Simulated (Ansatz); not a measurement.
# Cu: enthalpy under pressure, worked through

Theory: Ansatz, DFT r2SCAN, scalar-relativistic, plane waves, PAW. Run with 500 eV cutoff, 18×18×10 k-mesh, Gaussian smearing of 0.10 eV, no spin polarisation.

The relaxed crystal:

```xyz
2
Lattice="2.5305 0.0000 0.0000 -1.2653 2.1915 0.0000 0.0000 0.0000 4.1299" Properties=species:S:1:pos:R:3 pbc="T T T"
Cu    0.0000    1.4610    1.0325
Cu    1.2653    0.7305    3.0974
```

Cell and atoms were relaxed at each target pressure within the start's symmetry (P6_3/mmc), at zero temperature; other phases can be more stable under pressure. H = E + PV with P the target; E is the free energy at the smearing used, whose derivative the pressure is, per atom and counted from zero pressure. The mesh named is that at zero pressure; some other pressures ran on another.

| P (GPa) | V (Å³/atom) | E − E0 (meV) | H − H0 (meV) |
| --- | --- | --- | --- |
| 0 | 11.451 | 0.0 | 0.0 |
| 1 | 11.384 | 0.2 | 71.3 |
| 4 | 11.187 | 3.3 | 282.6 |
| 12 | 10.750 | 24.8 | 829.9 |
| 25 | 10.200 | 87.1 | 1678.8 |
| 50 | 9.457 | 254.5 | 3205.9 |
| 90 | 8.667 | 592.6 | 5461.4 |

Thermodynamics gives dH/dP = V along a relaxed path. Integrate V over P by the trapezoid rule and compare with the computed enthalpies.

With 1 eV/Å³ = 160.22 GPa, each step adds the mean volume times ΔP / 160.22:
| P (GPa) | ∫V dP (meV) | H − H0 (meV) | difference (meV) |
| --- | --- | --- | --- |
| 1 | 71.3 | 71.3 | 0.0 |
| 4 | 282.6 | 282.6 | 0.0 |
| 12 | 830.3 | 829.9 | 0.4 |
| 25 | 1680.2 | 1678.8 | 1.4 |
| 50 | 3213.9 | 3205.9 | 8.0 |
| 90 | 5476.4 | 5461.4 | 15.0 |

V(P) curves upward, so the trapezoid rule runs high; integrating a smooth curve through the same points puts that excess at about 12.2 meV at 90 GPa, against the 15.0 meV found. What is left comes from the shape of V(P) between points this far apart, and from the mesh, the smearing and the stress tolerance.

At 90 GPa, how much of the enthalpy change is stored energy and how much is the PV term?

E rises by 593 meV/atom and PV is 90 × 8.667 / 160.22 = 4869 meV/atom, so PV makes 89 % of ΔH. So between rival structures at high pressure a small difference in volume can outweigh the difference in energy: 1 % of this volume is worth 48.7 meV/atom at this pressure.

What bulk modulus do the lowest pressures give?

From the pressures that the runs reached, -1.00 GPa (11.527 Å³) and 1.00 GPa (11.384 Å³), B = −ΔP/Δln V = 2.00 / 0.0124 = 161 GPa, a mean over that range.

This form isn't the element's structure at ambient conditions.